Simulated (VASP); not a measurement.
Set up this calculation in VASP 6.6.1, as the native input.

```
Task                   : single point
Functional             : PBE
Potentials or basis    : VASP PAW PBE potentials, release 64 (Cd)
Cutoff                 : 520 eV
k mesh                 : 9 × 9 × 9
Occupations            : fermi-dirac, width 0.05 eV
Spin                   : no spin polarisation
Further INCAR settings : ALGO = Normal; EDIFF = 1e-07; NBANDS = 12
```

The structure of Cd lies in POSCAR:

```
Cd
1.0
    2.9968200000      0.0000000000      0.0000000000
    0.0000000000      2.9968200000      0.0000000000
    0.0000000000      0.0000000000      2.9968200000
Cd
1
Direct
    0.0000000000      0.0000000000      0.0000000000
```

The cell was built by a generator and needn't be a form met in nature.

One way to write it, as run:

INCAR

```
ALGO = Normal
EDIFF = 1E-7
ENCUT = 520
GGA = PE
ISIF = 2
ISMEAR = -1
LASPH = T
LCHARG = F
LREAL = F
LWAVE = F
NBANDS = 12
NELM = 80
PREC = Accurate
SIGMA = 0.05
```

KPOINTS

```
k-points
0
Gamma
  9 9 9
```

Potentials or basis: VASP PAW PBE potentials, release 64 (Cd).

Launch:

```console
$ cat potpaw_PBE.64/Cd/POTCAR > POTCAR
$ mpirun -np 1 vasp_std > vasp.out
```

Results of the run:

```yaml
Pressure: 0.0 GPa
Band_gap_on_the_k_mesh: none (metal or under the smearing width)
```

It took 5.4 s on 1 thread of Intel(R) Xeon(R) Platinum 8488C (Sapphire Rapids), on a shared host, peak memory 0.14 GiB.
